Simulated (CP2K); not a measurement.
**Ge: energy against volume and a worked fit**

Symmetry: Fd-3m, No. 227, cubic system. Conventional cell: a = 5.658 Å, b = 5.658 Å, c = 5.658 Å, α = 90.00°, β = 90.00°, γ = 90.00°. Ge (site symmetry -43m) has 4 Ge at 2.45 Å as nearest neighbours.

The cell was scaled at fixed shape and fractions and run with CP2K, POTENTIAL_UZH Ge GTH-SCAN-q4; TZVP-MOLOPT-SCAN-GTH basis; r2SCAN, k mesh 8 × 8 × 8 on the cell of 2 atoms, fermi-dirac occupations of 0.0259 eV, no spin polarisation, no spin-orbit coupling. Energies are those that the program minimises, any entropy of the smearing included.

| V (Å³/atom) | energy over the lowest row (meV/atom) |
| --- | --- |
| 21.2807 | 1.94 |
| 21.7334 | 0.00 |
| 22.1862 | 2.58 |
| 22.6390 | 9.19 |
| 23.0918 | 19.37 |
| 23.5446 | ? |
| 23.9973 | 48.60 |

Task: Fit the third-order Birch-Murnaghan form, give V0, B0 and B′, and predict the energy left open.

Result: With y = (V0/V)^(2/3), E = E0 + (9 V0 B0/16) [(y - 1)³ B′ + (y - 1)² (6 - 4y)]. Least squares through the rows shown give V0 = 21.6922 Å³/atom, E0 = -0.03 meV, B0 = 78.14 GPa (1 eV/Å³ = 160.218 GPa) and B′ = 5.11, with a largest miss of 0.02 meV. At V = 23.5446 the form with these constants gives 32.62 meV; the run gave 32.69 meV an atom. Measured volume: 22.64 Å³/atom at 298.15 K (COD entry, doi:10.1107/S0021889875010965), so the fit lies -4.2 % from it. Measured modulus: 75.8 GPa (arxiv:1908.00180), so the fit lies +3.1 % from it. The runs are for a static lattice.
